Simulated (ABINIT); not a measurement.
Au:

```xyz
1
Lattice="0.0000 2.0350 2.0350 2.0350 0.0000 2.0350 2.0350 2.0350 0.0000" Properties=species:S:1:pos:R:3 pbc="T T T"
Au    0.0000    0.0000    0.0000
```

Program: ABINIT 10.8.3 (patched build). Alike in all runs: potentials or basis JTH PAW PBE v2.0; no spin polarisation; cell as given; smearing fermi-dirac 0.05 eV. Hardware: 1 thread of Arm Neoverse V1 (shared host).

**Question.** Order these runs on this cell by their wall time, lowest first.
A. task single point; level PBEsol; k mesh 4 × 4 × 4; cutoff (eV) 680; fine-grid cutoff 1278.94 eV; mesh quality coarse
B. task band structure; level r2SCAN; k mesh 11 × 11 × 11; cutoff (eV) 816; fine-grid cutoff 1414.99 eV; mesh quality not flagged
C. task single point; level PBE; k mesh 14 × 14 × 14; cutoff (eV) 680; fine-grid cutoff 1278.94 eV; mesh quality not flagged

**Answer.** A (12 s), C (42 s), B (380 s).

Caveats: some runs use coarse meshes.
